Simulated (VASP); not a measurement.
Calculation: PBEsol GGA, VASP's PBE PAW potentials (set 64) (plane waves; VASP).

VASP ran on this input.

### KPOINTS
```
Automatic mesh
0
Gamma
8 8 8
0 0 0
```

INCAR:
```
SYSTEM = SrF2
PREC = Accurate
ENCUT = 400
EDIFF = 1E-6
NELM = 100
ALGO = Normal
LREAL = .FALSE.
LASPH = .TRUE.
ISMEAR = 0
SIGMA = 0.01
GGA = PS
LMAXMIX = 4
LWAVE = .FALSE.
LCHARG = .FALSE.
ISIF = 2
```

**POSCAR**
```
SrF2
1
    0.0000000000     2.8473880000     2.8473880000
    2.8473880000     0.0000000000     2.8473880000
    2.8473880000     2.8473880000     0.0000000000
Sr F
1 2
Direct
  0.0000000000   0.0000000000   0.0000000000
  0.7500000000   0.7500000000   0.7500000000
  0.2500000000   0.2500000000   0.2500000000
```

POTCAR, in this order: Sr_sv F (PBE.64 set). Program: vasp_std.

Output

**OSZICAR**
```
       N       E                     dE             d eps       ncg     rms          rms(c)
DAV:   1     0.123629694302E+03    0.12363E+03   -0.12383E+04   928   0.120E+03
DAV:   2    -0.141981424082E+02   -0.13783E+03   -0.13525E+03  1160   0.281E+02
DAV:   3    -0.186962808460E+02   -0.44981E+01   -0.44922E+01  1280   0.542E+01
DAV:   4    -0.188424266699E+02   -0.14615E+00   -0.14613E+00  1304   0.752E+00
DAV:   5    -0.188464123899E+02   -0.39857E-02   -0.39857E-02  1296   0.905E-01    0.186E+01
DAV:   6    -0.176216316052E+02    0.12248E+01   -0.58819E+00   928   0.170E+01    0.155E+01
DAV:   7    -0.175960192656E+02    0.25612E-01   -0.16950E-01  1312   0.364E+00    0.747E+00
DAV:   8    -0.176023346331E+02   -0.63154E-02   -0.28448E-02  1176   0.205E+00    0.568E-01
DAV:   9    -0.176090733683E+02   -0.67387E-02   -0.94122E-03  1152   0.680E-01    0.477E-01
DAV:  10    -0.176098808686E+02   -0.80750E-03   -0.10844E-03  1072   0.245E-01    0.128E-01
DAV:  11    -0.176100735274E+02   -0.19266E-03   -0.27622E-04   976   0.111E-01    0.328E-02
DAV:  12    -0.176100827719E+02   -0.92445E-05   -0.14514E-05  1296   0.269E-02    0.202E-02
DAV:  13    -0.176100847063E+02   -0.19344E-05   -0.46113E-06   976   0.143E-02    0.620E-03
DAV:  14    -0.176100846417E+02    0.64565E-07   -0.22314E-07   952   0.409E-03
   1 F= -.17610085E+02 E0= -.17610085E+02  d E =-.159541E-11
```

File OUTCAR:
```
------------------------ aborting loop because EDIFF is reached ----------------------------------------
  FORCE on cell =-STRESS in cart. coord.  units (eV):
  Direction    XX          YY          ZZ          XY          YZ          ZX
  --------------------------------------------------------------------------------------
  Total       -1.3440968     -1.3440968     -1.3440968      0.0000000      0.0000000      0.0000000
  in kB      -46.6413562    -46.6413562    -46.6413562      0.0000000      0.0000000      0.0000000
  external PRESSURE =     -46.6413562 kB  Pullay stress =       0.0000000 kB
  volume of cell :       46.17
      direct lattice vectors                 reciprocal lattice vectors
     0.000000000  2.847388000  2.847388000    -0.175599532  0.175599532  0.175599532
     2.847388000  0.000000000  2.847388000     0.175599532 -0.175599532  0.175599532
     2.847388000  2.847388000  0.000000000     0.175599532  0.175599532 -0.175599532
 POSITION                                       TOTAL-FORCE (eV/Angst)
 -----------------------------------------------------------------------------------
      0.00000      0.00000      0.00000         0.000000      0.000000      0.000000
      4.27108      4.27108      4.27108         0.000000     -0.000000     -0.000000
      1.42369      1.42369      1.42369        -0.000000     -0.000000     -0.000000
 -----------------------------------------------------------------------------------
    total drift:                                0.000000      0.000000      0.000000
  FREE ENERGIE OF THE ION-ELECTRON SYSTEM (eV)
  ---------------------------------------------------
  free  energy   TOTEN  =       -17.6100846417 eV

  energy  without entropy=      -17.6100846417  energy(sigma->0) =      -17.61008464
```
(Selected blocks of OUTCAR.)

At this cut-off the stress carries a Pulay error, which pulls relaxed volumes low.

The structure comes from a computed database's SrF2 entry; how it stands against other phases isn't given here. The cell was not relaxed at this level. The run is one of a series of settings (GGA = PS against the base run), some of them coarse on purpose.
